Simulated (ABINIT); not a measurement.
Runs of ABINIT 10.8.3 (patched build) on BAs. It takes space group F-43m (No. 216, cubic). The conventional cell has a = 4.777 Å, b = 4.777 Å, c = 4.777 Å, α = 90.00°, β = 90.00°, γ = 90.00°. As (site symmetry -43m) is surrounded by 4 B at 2.07 Å. B (site symmetry -43m) is surrounded by 4 As at 2.07 Å. 

```csv
share of exact exchange,gap on the mesh (eV)
0.15,2.22
0.35,3.48
0.05,1.60
0.25,(a)
```

Alike in all rows: task single point; level PBE0; potentials or basis SG15 NC PBE v1.2; no spin polarisation; cell as given; k mesh 6 × 6 × 6; cutoff (eV) 490; smearing fermi-dirac 0.05 eV.

Problem. Estimate the missing entries.

Solution. (a) 2.85.

Caveats: exact exchange is summed on a coarse mesh, which widens gaps by tenths of an eV.

A k mesh can miss the band edges, and the runs leave out spin-orbit coupling on As.
